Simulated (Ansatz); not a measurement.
# Honeycomb SiC bilayer (AA') in a perpendicular field, part 2 of 3

Aim: how the honeycomb SiC bilayer (AA') screens a field along its normal, and what the field does to its bands. A positive field points along +c.

Ansatz 0.2.0; plane-wave DFT, PBE-D3(BJ), Ansatz PAW.

So far, gap on the k-mesh (eV): step 2 (relaxing the slab) 1.85.

### Step 3. Atoms held, field 0, start network

A sawtooth potential applies the field, turning back in the middle of the vacuum. With the dipole correction the typed value is the field outside the slab. The induced dipole is small, so the SCF threshold is tight.

The cell differs from the one that the last finished run ended in (c 37.750 → 20.334 Å).

Input file input.yaml:

```yaml
crystal:
  lattice:
    - [3.1453060785, 0.0, 0.0]
    - [-1.5726530393, 2.7239149667, 0.0]
    - [0.0, 0.0, 20.3340209818]
  atoms:
    - { symbol: C, position: [0.6666666667, 0.3333333333, 0.4426079824] }
    - { symbol: Si, position: [0.3333333333, 0.6666666667, 0.4503812265] }
    - { symbol: C, position: [0.3333333333, 0.6666666667, 0.5573920176] }
    - { symbol: Si, position: [0.6666666667, 0.3333333333, 0.5496187735] }
kpoints:
  mp_grid: { grid: [18, 18, 1] }
  band_path:
    path: [[0, 0, 0], [0.5, 0, 0], [0.33333333, 0.33333333, 0], [0, 0, 0]]
    npoints: 16
hamiltonian:
  xc: pbe
  dispersion: d3bj
scf:
  occupations: { method: fermi_dirac, width: 0.02585 }
  convergence: { dr2_threshold: 1.0e-10 }
efield:
  axis: 3
  dipole_correction: true
  ramp_position: 0.97
  ramp_width: 0.06
  amplitude: 0
output:
  dos: { projected: true, e_range: [-6, 5] }
  write_potential: true
  write_density: true
  volumetric_format: npy
  elf: true
```

Command:

```bash
$ ansatz run input.yaml --threads 2 --pin off --max-ram 3072MiB --backend cpu --events-out ev --progress --plain --runs-dir out
```

Numbers of over 12 decimals in the logs are rounded to 6 here.

The log of the run:

```text
[...]
Crystal: 4 atoms, lattice volume = 174.213 Å³
Basis set: ecut = 420 eV, 3367 PW (Γ)
Bands: 12, of which v1, the nominal top of the filled ones, is band 8 counted from 1 (7 counted from 0)
Symmetry: 6 space group operations
k-points: 37 of 324 (time reversal used)
[...]
SCF iter   1: F=—  HF=-1773.285942 eV  |F-HF|=—  |Δ(HF+E_count)|=         —  Δρ=2.09e-3  dr2=2.51e-2  ethr=1.77e-3  p=0.000 e·Å  D=2.64e-14 V/Å  ΔV_dip=-0.00 eV  dr2_dipole=1.44e-8  V_vac-E_F(+/−)=4.13/4.13 eV  ⟨swp⟩=9.9  Hψ=4160  notcnv=0
efield: sawtooth ramp at fractional position 0.9700 (set: `efield.ramp_position`, or a place that a band, a saddle search or an elastic batch's reference lends), width 0.0600; the density the first Hamiltonian is built on has a dipole p = 0.000 e·Å; the dipole correction subtracts the counter field D = 2.64e-14 V/Å, which shifts the + side's vacuum level by -0.00 eV against the − side's; the planar-averaged density in the ramp window peaks in size at 1.1e-5 e/Å³
[...]
SCF iter   2: F=—  HF=-1773.284481 eV  |F-HF|=—  |Δ(HF+E_count)|=   1.46e-3  Δρ=1.34e-3  dr2=9.46e-3  ethr=1.57e-4  p=0.000 e·Å  D=8.64e-5 V/Å  ΔV_dip=-0.00 eV  dr2_dipole=1.62e-7  V_vac-E_F(+/−)=4.48/4.48 eV  ⟨swp⟩=4.1  Hψ=1404  notcnv=0
[...]
SCF iter  11: F=-1773.282695 eV  HF=-1773.282695 eV  |F-HF|=3.64e-12  |Δ(HF+E_count)|=  2.59e-11  Δρ=3.56e-8  dr2=1.98e-12  ethr=1.00e-12  p=0.000 e·Å  D=1.15e-8 V/Å  ΔV_dip=-0.00 eV  dr2_dipole=7.86e-14  V_vac-E_F(+/−)=4.41/4.41 eV  ⟨swp⟩=4.5  Hψ=1375  notcnv=0
SCF 1 converged in 11 iterations: F = -1773.282695 eV  dr2 = 1.98e-12
[...]
NSCF: frozen V_eff on 49 k-points
efield: sawtooth ramp at fractional position 0.9700 (kept from the solve that this one continues, or follows in the run), width 0.0600; the density the first Hamiltonian is built on has a dipole p = 0.000 e·Å; the dipole correction subtracts the counter field D = 1.15e-8 V/Å, which shifts the + side's vacuum level by -0.00 eV against the − side's; the planar-averaged density in the ramp window peaks in size at 1.3e-7 e/Å³
[...]
SCF converged after 11 iterations
Free energy (F): -1773.282695 eV
[...]
Internal energy: -1773.282695 eV  (E = F + TS)
E sigma→0 (E₀):  -1773.282695 eV
Fermi energy:    -0.819959 eV
Dipole field:    D = -0.000000 V/Å  (p = -0.000000 e·Å, saw-weighted, corrected)
Work function:   Φ+ = 4.4060 eV   Φ− = 4.4059 eV
Levels:          The Fermi level and band energies are counted from a zero that moves with the ramp; work functions are not
[...]
--- Band table (eV; the first three rows and the last of 37) ---
  k-point 0: bands = [... 4 lower, -4.1125, -2.8963, -2.8960, -2.8960, 2.4284, 2.4750, 3.4952, 3.6724]
  k-point 1: bands = [... 4 lower, -4.1951, -3.0956, -2.9331, -2.7292, 2.5356, 2.5472, 3.5701, 3.7399]
  k-point 2: bands = [... 4 lower, -4.4139, -3.6339, -3.0445, -2.4668, 2.6441, 2.7458, 3.4351, 3.9352]
  k-point 36: bands = [... 4 lower, -8.8656, -6.5542, -3.2646, -3.2646, 3.2438, 3.3091, 3.3091, 6.2085]
```

Elapsed: 20 s, on 2 threads of Intel Xeon at 2.50GHz (Skylake/Cascade Lake), shared host; peak memory 0.44 GiB; 38 s of CPU time.

In the SCF lines HF is the Harris–Foulkes energy and dr2 the Hartree energy of the density residual, in eV; the loop may stop once dr2 is under the threshold and the program's other checks hold. Hψ counts applications of the Hamiltonian.

This step gave:

- gap on the k-mesh: 1.834 eV
- dipole along the normal: -3.78e-7 e·Å
- gap along the path: 1.813 eV
- smallest direct gap along the path: 2.781 eV
- ionisation energy, upper face: 5.324 eV
- electron affinity, upper face: 3.511 eV
- gap, the smaller of path and mesh: 1.813 eV

Running mean over a fixed 2.7 Å (it still follows the layers) of the planar mean; the ramp of the sawtooth is left out. The electron's electrostatic potential energy less the Fermi level by z:

```csv
z (Å),electron's electrostatic potential energy less the Fermi level (eV)
3.0,4.41
3.5,4.41
4.0,4.41
4.5,4.41
5.0,4.40
5.5,4.39
6.0,4.36
6.5,4.21
7.0,3.53
7.5,0.869
8.0,-3.64
8.5,-6.51
9.0,-7.81
9.5,-9.65
10.0,-12.3
10.5,-11.5
11.0,-8.87
11.5,-7.42
12.0,-5.83
12.5,-2.18
13.0,2.10
13.5,3.87
14.0,4.28
14.5,4.38
15.0,4.40
15.5,4.40
16.0,4.41
16.5,4.41
17.0,4.41
17.5,4.41
```

The density of states has structure finer than the step of the table below, so its rows give means over 0.25 eV, whole bins alone (the curve runs from -6 to 2.88 eV). Peaks (eV: height): -5.720: 3.68, -5.120: 2.53, -4.730: 4.55, -3.710: 2.51, -3.440: 2.70, -1.810: 2.34, -1.150: 3.36.

Table of density of states by energy, zero at the Fermi level of the run, which the smearing sets inside the gap; means over each step:

energy (eV), density of states (states/eV a cell) and a bar:
```
    -5.75       2.16 ############################
    -5.50       1.37 ##################
    -5.25       1.79 #######################
    -5.00       1.64 #####################
    -4.75       2.01 ##########################
    -4.50       2.01 ##########################
    -4.25       1.71 ######################
    -4.00       1.79 #######################
    -3.75       2.07 ##########################
    -3.50       2.19 ############################
    -3.25       1.87 ########################
    -3.00       1.19 ###############
    -2.75       0.88 ###########
    -2.50       0.72 #########
    -2.25       0.74 #########
    -2.00       0.85 ###########
    -1.75       1.67 #####################
    -1.50       1.51 ###################
    -1.25       2.35 ##############################
    -1.00       1.63 #####################
    -0.75       0.00 
    -0.50       0.00 
    -0.25       0.00 
     0.00       0.00 
     0.25       0.00 
     0.50       0.00 
     0.75       0.00 
     1.00       0.27 ####
     1.25       0.41 #####
     1.50       0.42 #####
     1.75       0.48 ######
     2.00       0.52 #######
     2.25       0.60 ########
     2.50       0.73 #########
     2.75       1.04 #############
```

Projected DOS per atom over height of the atomic layer and energy from the Fermi level. Layers: SiC SiC from below.

Values in states/eV, 22 rows by 2 columns, each cell a mean:
```
0.219 0.219
0.129 0.129
0.103 0.103
0.088 0.088
0.067 0.067
0.000 0.000
0.000 0.000
0.000 0.000
0.000 0.000
0.278 0.278
0.474 0.474
0.374 0.374
0.160 0.160
0.184 0.184
0.284 0.284
0.521 0.521
0.489 0.489
0.424 0.424
0.551 0.551
0.400 0.400
0.363 0.363
0.425 0.425
```
Columns: height of the atomic layer (Å) from 9.08 to 11.3; rows upwards: energy from the Fermi level (eV) from -5.96 to 2.86.

Electronic bands along the path, in eV, zero at the Fermi level of the run, which the smearing sets inside the gap:

```csv
point,band 5,band 6,band 7,band 8,band 9,band 10,band 11,band 12
Γ,-3.29,-2.08,-2.08,-2.08,3.25,3.29,4.32,4.49
halfway,-4.87,-4.35,-2.72,-1.19,2.57,3.30,4.32,5.28
M,-5.08,-3.66,-3.28,-2.02,0.89,3.67,3.68,5.09
halfway,-6.63,-4.55,-3.32,-1.86,2.42,4.45,4.54,5.75
K,-8.05,-5.73,-2.44,-2.44,4.06,4.13,4.13,7.03
halfway,-5.40,-4.67,-3.50,-0.95,3.17,3.66,4.97,5.20
Γ,-3.29,-2.08,-2.08,-2.08,3.25,3.29,4.32,4.49
```

The electronic bands as a text plot (rows in eV, shown from -8.9 to 4.5 only):

```
    4.2 |++++++++++++++++       ++++   +++++++++       ++++++++++
    3.7 |  ++++++++      ++++++++      ++ +++   +++++++++++++++
    3.1 |+++   +++++++++++++         ++      +++++++++         ++
    2.5 |          ++              ++
    2.0 |            +++          +
    1.4 |               ++     +++
    0.9 |                 +++++
    0.3 |
   -0.3 |
   -0.8 |                                        ******
   -1.4 |    *************                   ****      *****
   -1.9 |****             **************  ***               *****
   -2.5 |  *********                   *****             ******
   -3.1 |**  **     ***********    ****     *         *** **   **
   -3.6 | *******           *******          ***   ***   *  ****
   -4.2 |   *   ****     ***     **             ***   *******
   -4.7 |    **    *******         **          ******* **
   -5.3 |      *    **    ******     **     ***    ****   **
   -5.8 |       ******          **     *****     ** ******
   -6.4 |******* **   **          **           **  *   ** *******
   -7.0 |          *    *           *        ** ***   *
   -7.5 |           *    ***         **   ******    **
   -8.1 |            *      *****************    ***
   -8.6 |             **             ***  *******
         Γ                   M           K                      Γ
```

ELF in the ca plane at fractional y = 0.333, with atoms of C and Si within 0.2 Å of it. It is the smooth field of the valence electrons, not physical close to the nuclei.

Values, 5 rows by 16 columns, each cell a mean:
```
0.00 0.00 0.00 0.00 0.00 0.03 0.32 0.75 0.71 0.42 0.56 0.38 0.04 0.00 0.00 0.00
0.00 0.00 0.00 0.00 0.00 0.06 0.43 0.64 0.47 0.52 0.24 0.27 0.03 0.00 0.00 0.00
0.00 0.00 0.00 0.00 0.00 0.03 0.32 0.75 0.71 0.43 0.54 0.38 0.04 0.00 0.00 0.00
0.00 0.00 0.00 0.00 0.00 0.01 0.10 0.48 0.48 0.34 0.71 0.44 0.07 0.00 0.00 0.00
0.00 0.00 0.00 0.00 0.00 0.01 0.10 0.47 0.47 0.34 0.71 0.44 0.07 0.00 0.00 0.00
```
Columns run along c (16.0 Å, from fractional 0.05 to 0.84 of the cell), rows up along a (3.1 Å). Atoms in or near the plane, at fractional coordinates: C at (0.44, 0.67), Si at (0.55, 0.67).

Valence density in the ca plane at fractional y = 0.333, with atoms of C and Si within 0.2 Å of it. It is the smooth field of the valence electrons, not physical close to the nuclei.

Ten steps, logarithmic in the rise over the least value, from '0' (0.0 e/Å³) to '9' (1.8 e/Å³), each cell a mean:
```
00000000000000000124688866667764210000000000
00000000000000000135799976655654210000000000
00000000000000000135899987643554210000000000
00000000000000000135799976666654210000000000
00000000000000000124678766667764210000000000
00000000000000000123566655567764210000000000
00000000000000000023456555567754210000000000
00000000000000000123567655567764210000000000
```
Columns run along c (16.0 Å, from fractional 0.05 to 0.84 of the cell), rows up along a (3.1 Å). Atoms in or near the plane, at fractional coordinates: C at (0.44, 0.67), Si at (0.55, 0.67).

Electrostatic potential energy in the ca plane at fractional y = 0.333, with atoms of C and Si within 0.2 Å of it. With pseudopotentials it is smooth inside the atoms' cores, unlike the true potential.

Values in eV, 5 rows by 16 columns, each cell a mean:
```
  4   4   4   4   4   4   3  -6 -14 -12 -28  -2   3   4   4   4
  4   4   4   4   4   4   4 -21 -33 -23 -45  -7   3   4   4   4
  4   4   4   4   4   4   3  -7 -15 -12 -29  -2   3   4   4   4
  4   4   4   4   4   4   3  -2  -9  -3  -4   2   4   4   4   4
  4   4   4   4   4   4   3  -2  -8  -2  -4   2   4   4   4   4
```
Columns run along c (16.0 Å, from fractional 0.05 to 0.84 of the cell; values clipped at the 3rd and 97th percentile), rows up along a (3.1 Å). Atoms in or near the plane, at fractional coordinates: C at (0.44, 0.67), Si at (0.55, 0.67).

The gap is 1.81 eV, with the valence edge 5.32 eV and the conduction edge 3.51 eV under the upper vacuum level.

### Step 4. Single point, field 0.1 V/Å

input.yaml, as its differences from that of step 3:

```diff
@@ -24,7 +24,6 @@
   dipole_correction: true
-  ramp_position: 0.97
-  ramp_width: 0.06
-  amplitude: 0
+  ramp_position: 0.9337
+  ramp_width: 0.1326
+  amplitude: 0.1
 output:
-  dos: { projected: true, e_range: [-6, 5] }
   write_potential: true
@@ -32,2 +31 @@
   volumetric_format: npy
-  elf: true
```

The log of the run:

```text
[...]
Crystal: 4 atoms, lattice volume = 174.213 Å³
Basis set: ecut = 420 eV, 3367 PW (Γ)
Bands: 12, of which v1, the nominal top of the filled ones, is band 8 counted from 1 (7 counted from 0)
Symmetry: 6 space group operations
k-points: 37 of 324 (time reversal used)
[...]
--- Band table (eV; the first three rows and the last of 37) ---
  k-point 0: bands = [... 4 lower, -4.1132, -2.8970, -2.8965, -2.8965, 2.3460, 2.5296, 3.3603, 3.7179]
  k-point 1: bands = [... 4 lower, -4.1958, -3.0962, -2.9337, -2.7299, 2.4307, 2.6247, 3.4372, 3.7744]
  k-point 2: bands = [... 4 lower, -4.4146, -3.6345, -3.0451, -2.4675, 2.5789, 2.7814, 3.4200, 3.7741]
  k-point 36: bands = [... 4 lower, -8.8662, -6.5548, -3.2722, -3.2583, 3.2431, 3.2887, 3.3281, 6.2069]
[key lines of the parts left out:]
SCF converged after 12 iterations
Free energy (F): -1773.283797 eV
Fermi energy:    -0.820605 eV
Dipole field:    D = 0.022893 V/Å  (p = 0.022041 e·Å, saw-weighted, corrected)
```

Run time: 22 s. Hardware: 2 threads; peak memory 0.41 GiB; 43 s of CPU time.

The dipole is 0.0220 e·Å, and the gap 1.813 eV.

### Step 5. Atoms held, field -0.1 V/Å

input.yaml, as its differences from that of step 4:

```diff
@@ -26,3 +26,3 @@
   ramp_width: 0.1326
-  amplitude: 0.1
+  amplitude: -0.1
 output:
```

The log of the run:

```text
[...]
Crystal: 4 atoms, lattice volume = 174.213 Å³
Basis set: ecut = 420 eV, 3367 PW (Γ)
Bands: 12, of which v1, the nominal top of the filled ones, is band 8 counted from 1 (7 counted from 0)
Symmetry: 6 space group operations
k-points: 37 of 324 (time reversal used)
[...]
--- Band table (eV; the first three rows and the last of 37) ---
  k-point 0: bands = [... 4 lower, -4.1132, -2.8970, -2.8965, -2.8965, 2.3460, 2.5296, 3.3603, 3.7179]
  k-point 1: bands = [... 4 lower, -4.1958, -3.0962, -2.9337, -2.7299, 2.4307, 2.6247, 3.4372, 3.7744]
  k-point 2: bands = [... 4 lower, -4.4146, -3.6345, -3.0451, -2.4675, 2.5789, 2.7814, 3.4200, 3.7741]
  k-point 36: bands = [... 4 lower, -8.8662, -6.5548, -3.2722, -3.2583, 3.2431, 3.2887, 3.3281, 6.2069]
[key lines of the parts left out:]
SCF converged after 12 iterations
Free energy (F): -1773.283797 eV
Fermi energy:    -0.820605 eV
Dipole field:    D = -0.022893 V/Å  (p = -0.022040 e·Å, saw-weighted, corrected)
```

Wall time 22 s (2 threads); peak memory 0.41 GiB; 42 s of CPU time.

The dipole is -0.0220 e·Å, and the gap 1.813 eV.

### Step 6. Single point, field 0.2 V/Å

input.yaml, as its differences from that of step 5:

```diff
@@ -26,3 +26,3 @@
   ramp_width: 0.1326
-  amplitude: -0.1
+  amplitude: 0.2
 output:
```

The log of the run:

```text
[...]
Crystal: 4 atoms, lattice volume = 174.213 Å³
Basis set: ecut = 420 eV, 3367 PW (Γ)
Bands: 12, of which v1, the nominal top of the filled ones, is band 8 counted from 1 (7 counted from 0)
Symmetry: 6 space group operations
k-points: 37 of 324 (time reversal used)
[...]
--- Band table (eV; the first three rows and the last of 37) ---
  k-point 0: bands = [... 4 lower, -4.1153, -2.8991, -2.8983, -2.8983, 2.2070, 2.5796, 3.1100, 3.7338]
  k-point 1: bands = [... 4 lower, -4.1979, -3.0980, -2.9354, -2.7320, 2.2830, 2.6849, 3.1844, 3.7831]
  k-point 2: bands = [... 4 lower, -4.4167, -3.6363, -3.0469, -2.4695, 2.4449, 2.8217, 3.3210, 3.5983]
  k-point 36: bands = [... 4 lower, -8.8682, -6.5566, -3.2810, -3.2531, 3.2410, 3.2670, 3.3457, 6.2019]
[key lines of the parts left out:]
SCF converged after 12 iterations
Free energy (F): -1773.287103 eV
Fermi energy:    -0.822563 eV
Dipole field:    D = 0.045801 V/Å  (p = 0.044096 e·Å, saw-weighted, corrected)
```

Run time: 23 s. Hardware: 2 threads; peak memory 0.41 GiB; 42 s of CPU time.

The dipole is 0.0441 e·Å, and the gap 1.813 eV.

[end of part 2 of 3]

[Logs are printed without paths, hosts, clocks, repeated set-up lines and the standing remarks that a program may print on its own settings, such as how far it seeks lower states.]

[Hosts, paths, dates, database ids (printed as entryN), source tags and the programs' standing remarks are cut or masked in the printed files.]

[Maps of the electrostatic potential energy from Ansatz leave out the sawtooth potential of an applied field or a dipole correction, so their vacuum need not be flat; planar profiles and work functions include it.]

[The density of states shown here was stored with 400 of the rows of the run's finer table, so its peaks can read low, often by over a quarter, or be missed, and its means over a window can be off by a tenth or more.]
